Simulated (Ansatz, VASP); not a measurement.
**Si5Ge2: VASP beside Ansatz**

```
Si Ge
1.0
     3.80322    0.00000    0.00000
     0.00000    3.80322    0.00000
     0.00000    0.00000    8.47467
Si Ge
5 2
Direct
  0.50000 0.00000 0.70662
  0.00000 0.50000 0.70662
  0.50000 0.00000 0.99294
  0.00000 0.50000 0.99294
  0.00000 0.00000 0.17890
  0.50000 0.00000 0.39791
  0.00000 0.50000 0.39791
```

Alike in both runs: functional PBE; k mesh 4 × 4 × 3; occupations gaussian, width 0.2 eV; no spin polarisation.

Ansatz relaxed the structure, and its values are those at the end. VASP's run is a single point on that final structure, the one shown.

|  | VASP | Ansatz |
| --- | --- | --- |
| version | VASP 6.6.1 | Ansatz 0.2.0 |
| potentials or method | VASP PAW PBE potentials, release 64 (Si, Ge_d) | scalar-relativistic, plane waves, PAW |
| plane-wave cutoff (eV) | 520 | 420 |
| valence electrons in the cell | 48 | 48 |

```csv
,VASP,Ansatz,Ansatz less VASP
gap on the k mesh at the Fermi level (eV),none,none,-
pressure (GPa),0.2,0.3,+0.03
rms of the force components (eV/Å),0.028,0.028,-0.0004
```

A gap of «none» marks a metal or a gap that the smearing closes. With one functional, cell and mesh, what is left measures potentials, basis and numerics.

Caveats: the k mesh is coarse (spacing up to 0.41 Å⁻¹), so the values aren't converged.
